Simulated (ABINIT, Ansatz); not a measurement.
## A GW chain in ABINIT: NaI (Fm-3m)

Aim: the G0W0 gap of NaI (Fm-3m) on PBE, step by step.

Method: PBE and many-body steps on it, plane waves, in ABINIT 10.8.3.

## 1. The structure

The structure is cubic, space group Fm-3m (No. 225). The conventional cell has a = 6.473 Å, b = 6.473 Å, c = 6.473 Å, α = 90.00°, β = 90.00°, γ = 90.00°. Nearest to Na lie 6 I at 3.24 Å. Nearest to I lie 6 Na at 3.24 Å. Farther neighbours and most contacts between anions are not listed.

The cell and positions come from the Crystallography Open Database and are kept as given unless a step says otherwise. Spin-orbit coupling is left out unless a step names it.

## 2. Ground state

This step: ABINIT 10.8.3; DFT, PBE, plane waves, norm-conserving pseudopotentials.

The ground-state density comes first.

run.abi

```
acell 3*1.0 Angstrom
rprim 
  -0.000000000000 3.236400000000 3.236400000000
  3.236400000000 0.000000000000 3.236400000000
  3.236400000000 3.236400000000 0.000000000000
ntypat 2
znucl 11 53
natom 2
typat 1 2
xred 
  0.000000000000 0.000000000000 0.000000000000
  0.500000000000 0.500000000000 0.500000000000
pp_dirpath "pseudos"
pseudos "Na.upf, I.upf"
ecut 38
ngkpt 6 6 6
nshiftk 1
shiftk 0 0 0
kptopt 1
chksymbreak 0
nband 13
occopt 1
tolvrs 1e-10
nstep 60
prtwf 0
optforces 0
optstress 0
indata_prefix "in"
outdata_prefix "out"
tmpdata_prefix "tmp"
```

The run is started by

```sh
$ OMP_NUM_THREADS=1 mpirun -n 4 abinit run.abi > log
```

Numbers of over 12 decimals in the logs are rounded to 6 here.

Log:

```text
.Version 10.8.3 of ABINIT. v10.8.2 released Aug 2026.

 Symmetries : space group Fm -3 m (#225); Bravais cF (face-center cubic)
================================================================================
 Values of the parameters that define the memory need of the present run
     intxc =       0    ionmov =       0      iscf =       7    lmnmax =       6
     lnmax =       6     mgfft =      50  mpssoang =       3    mqgrid =    3001
     natom =       2  nloc_mem =       1    nspden =       1   nspinor =       1
    nsppol =       1      nsym =      48    n1xccc =    2501    ntypat =       2
    occopt =       1   xclevel =       2
-    mband =          13        mffmem =           1         mkmem =           4
       mpw =        5132          nfft =      125000          nkpt =          16
================================================================================
  Rough estimation (10% accuracy) of disk space for files :
================================================================================

--------------------------------------------------------------------------------
------------- Echo of variables that govern the present computation ------------
--------------------------------------------------------------------------------
 -outvars: echo values of preprocessed input variables --------
            acell      1.8897261259E+00  1.8897261259E+00  1.8897261259E+00 Bohr

      chksymbreak           0
             ecut      3.80000000E+01 Hartree
-          fftalg         312

              ixc     -101130
              kpt      0.00000000E+00  0.00000000E+00  0.00000000E+00
                       1.66666667E-01  0.00000000E+00  0.00000000E+00
                       3.33333333E-01  0.00000000E+00  0.00000000E+00
                       5.00000000E-01  0.00000000E+00  0.00000000E+00
                       1.66666667E-01  1.66666667E-01  0.00000000E+00
                       3.33333333E-01  1.66666667E-01  0.00000000E+00
                       5.00000000E-01  1.66666667E-01  0.00000000E+00
                      -3.33333333E-01  1.66666667E-01  0.00000000E+00
                      -1.66666667E-01  1.66666667E-01  0.00000000E+00
   [... 5 further rows ...]
                      -3.33333333E-01  3.33333333E-01  1.66666667E-01
                      -3.33333333E-01  5.00000000E-01  1.66666667E-01
         kptrlatt        6    0    0      0    6    0      0    0    6
          kptrlen      5.18952141E+01
P           mkmem           4
            natom           2
            nband          13
            ngfft          50      50      50
             nkpt          16
            nstep          60
             nsym          48
           ntypat           2
              occ      2.000000  2.000000  2.000000  2.000000  2.000000  2.000000
                       2.000000  2.000000  0.000000  0.000000  0.000000  0.000000
                       0.000000
        optforces           0
        optstress           0
            prtwf           0
            rprim     -0.0000000000E+00  3.2364000000E+00  3.2364000000E+00
[...]
spgroup         225

           tolvrs      1.00000000E-10

             xred      0.0000000000E+00  0.0000000000E+00  0.0000000000E+00
[...]
znucl       11.00000   53.00000

================================================================================

 chkinp: Checking input parameters for consistency.

================================================================================
== DATASET  1 ==================================================================
-   mpi_nproc: 4, omp_nthreads: 1 (-1 if OMP is not activated)

--- !DatasetInfo
iteration_state: {dtset: 1, }
dimensions: {natom: 2, nkpt: 16, mband: 13, nsppol: 1, nspinor: 1, nspden: 1, mpw: 5132, }
cutoff_energies: {ecut:  38.0, pawecutdg:  -1.0, }
electrons: {nelect:   1.60000000E+01, charge:   0.00000000E+00, occopt:   1.00000000E+00, tsmear:   1.00000000E-02, }

 Real(R)+Recip(G) space primitive vectors, cartesian coordinates (Bohr,Bohr^-1):
 R(1)=  0.0000000  6.1159096  6.1159096  G(1)= -0.0817540  0.0817540  0.0817540
 R(2)=  6.1159096  0.0000000  6.1159096  G(2)=  0.0817540 -0.0817540  0.0817540
 R(3)=  6.1159096  6.1159096  0.0000000  G(3)=  0.0817540  0.0817540 -0.0817540
 Unit cell volume ucvol=  4.5752326E+02 bohr^3
 Angles (23,13,12)=  6.00000000E+01  6.00000000E+01  6.00000000E+01 degrees

 getcut: wavevector=  0.0000  0.0000  0.0000  ngfft=  50  50  50
         ecut(hartree)=     38.000   => boxcut(ratio)=   2.08406

--- Pseudopotential description ------------------------------------------------
- Na Generated using ONCVPSP code by D. R. Hamann
- 11.00000   9.00000  171031                  znucl, zion, pspdat
12 -101130 1 -1 1992                          pspcod,pspxc,lmax,lloc,mmax
     nproj     2     2     0
  pspatm : epsatm=    9.36084378
         --- l  ekb(1:nproj) -->
[...]
pspatm: atomic psp has been read  and splines computed

- I Generated using ONCVPSP code by D. R. Hamann
- 53.00000   7.00000  171031                  znucl, zion, pspdat
12 -101130 2 -1 1196                          pspcod,pspxc,lmax,lloc,mmax
     nproj     2     2     2
  pspatm : epsatm=   19.17056757
         --- l  ekb(1:nproj) -->
[...]
2    4.134838    0.711910
 pspatm: atomic psp has been read  and splines computed

   4.56502582E+02                                ecore*ucvol(ha*bohr**3)
--------------------------------------------------------------------------------

_setup2: Arith. and geom. avg. npw (full set) are    5114.764    5114.744

================================================================================

--- !BeginCycle
iteration_state: {dtset: 1, }
solver: {iscf: 7, nstep: 60, nline: 4, wfoptalg: 0, }
tolerances: {tolvrs: 1.00E-10, }

     iter   Etot(hartree)      deltaE(h)  residm     vres2
 ETOT  1  -58.692638720078    -5.869E+01 1.258E-01 5.084E+01
 ETOT  2  -58.744823732631    -5.219E-02 1.320E-03 4.559E+00
 ETOT  3  -58.745242968587    -4.192E-04 6.984E-04 3.654E-01
 ETOT  4  -58.745295115316    -5.215E-05 2.142E-04 1.201E-01
 ETOT  5  -58.745301252663    -6.137E-06 3.840E-05 4.086E-03
 ETOT  6  -58.745301407824    -1.552E-07 9.883E-06 3.491E-05
 ETOT  7  -58.745301409681    -1.856E-09 5.938E-06 5.958E-07
 ETOT  8  -58.745301409713    -3.272E-11 1.628E-06 1.205E-08
 ETOT  9  -58.745301409721    -7.510E-12 1.040E-06 5.867E-11

 At SCF step    9       vres2   =  5.87E-11 < tolvrs=  1.00E-10 =>converged.

--- !ResultsGS
iteration_state: {dtset: 1, }
comment   : Summary of ground state results
lattice_vectors:
- [ -0.0000000,   6.1159096,   6.1159096, ]
- [  6.1159096,   0.0000000,   6.1159096, ]
- [  6.1159096,   6.1159096,   0.0000000, ]
lattice_lengths: [   8.64920,    8.64920,    8.64920, ]
lattice_angles: [ 60.000,  60.000,  60.000, ] # degrees, (23, 13, 12)
lattice_volume:   4.5752326E+02
convergence: {deltae: -7.510E-12, res2:  5.867E-11, residm:  1.040E-06, diffor:  0.000E+00, }
etotal    :  -5.87453014E+01
entropy   :   0.00000000E+00
fermie    :   3.93791755E-03
cartesian_stress_tensor: null
pressure_GPa: null
xred      :
- [  0.0000E+00,   0.0000E+00,   0.0000E+00, Na]
- [  5.0000E-01,   5.0000E-01,   5.0000E-01,  I]
cartesian_forces: null
force_length_stats: {min: null, max: null, mean: null, }

 Integrated electronic density in atomic spheres:
 ------------------------------------------------
 Atom  Sphere_radius  Integrated_density
    1        2.00000          7.92586470
    2        2.00000          2.89468568
================================================================================

 ----iterations are completed or convergence reached----

 Mean square residual over all n,k,spin=   53.812E-10; max=  10.403E-07
 reduced coordinates (array xred) for    2 atoms
       0.000000000000      0.000000000000      0.000000000000
       0.500000000000      0.500000000000      0.500000000000
 rms dE/dt=  0.0000E+00; max dE/dt=  0.0000E+00; dE/dt below (all hartree)
    1       0.000000000000      0.000000000000      0.000000000000
    2       0.000000000000      0.000000000000      0.000000000000

 cartesian coordinates (angstrom) at end:
    1      0.000000     0.000000     0.000000
    2      3.236400     3.236400     3.236400
 length scales=  1.889726125908  1.889726125908  1.889726125908 bohr
              =  1.000000000000  1.000000000000  1.000000000000 angstroms
 prteigrs : about to open file out_EIG
 Fermi (or HOMO) energy (hartree) =   0.00394   Average Vxc (hartree)=  -0.28324
 Eigenvalues (hartree) for nkpt=  16  k points:
 kpt#   1, nband= 13, wtk=  0.00463, kpt=  0.0000  0.0000  0.0000 (reduced coord)
  -1.85343   -0.82153   -0.82153   -0.82153   -0.40100    0.00394    0.00394    0.00394
   0.13768    0.29667    0.29667    0.29667    0.36509
 prteigrs : prtvol=0 or 1, do not print more k-points.

--- !EnergyTerms
iteration_state     : {dtset: 1, }
comment             : Components of total free energy in Hartree
kinetic             :  3.10131720656155E+01
hartree             :  2.14406273945257E+01
xc                  : -1.08883117766651E+01
Ewald energy        : -2.99766697443574E+01
psp_core            :  9.97769128881818E-01
local_psp           : -5.84334883707120E+01
non_local_psp       : -1.28984001070093E+01
total_energy        : -5.87453014097208E+01
total_energy_eV     : -1.59854108679648E+03
band_energy         : -9.60171861350976E+00

== END DATASET(S) ==============================================================
================================================================================

 -outvars: echo values of variables after computation  --------
           etotal     -5.8745301410E+01
            nband          13
             nkpt          16
          spgroup         225
 [... the other variables as echoed above ...]

 Calculation completed.
```

The job ended after 9.8 s (4 MPI ranks of Intel Xeon Platinum 8375C at 2.90GHz (Ice Lake), shared host; peak memory 0.39 GiB).

This step gave:

- total energy: -1598.5411 eV
- gap: 3.639 eV
- k of the valence top: 0, 0, 0
- k of the conduction bottom: 0, 0, 0
- least direct gap: 3.639 eV

The gap is direct, at Γ.

(Part 1 of 3 ends here.)

[Paths, hosts, dates, memory and timing lines, banners, echoed tables and standing remarks are left out of the program output.]

[Logs are printed without paths, hosts, clocks, repeated set-up lines and the standing remarks that a program may print on its own settings, such as how far it seeks lower states.]

[Runs of the session that timed out or met a known fault of the program may be left out.]

[Hosts, paths, dates, database ids (printed as entryN), source tags and the programs' standing remarks are cut or masked in the printed files.]

[G0W0 gaps are taken among the corrected bands and points alone; a level outside them can change the order at an edge.]

[Where Ansatz stands beside ABINIT at settings called matched, ABINIT's density can come from a denser mesh and the files from another edition; pairs whose starting gaps differed by over 0.03 eV were left out, so agreement reads better than it is.]
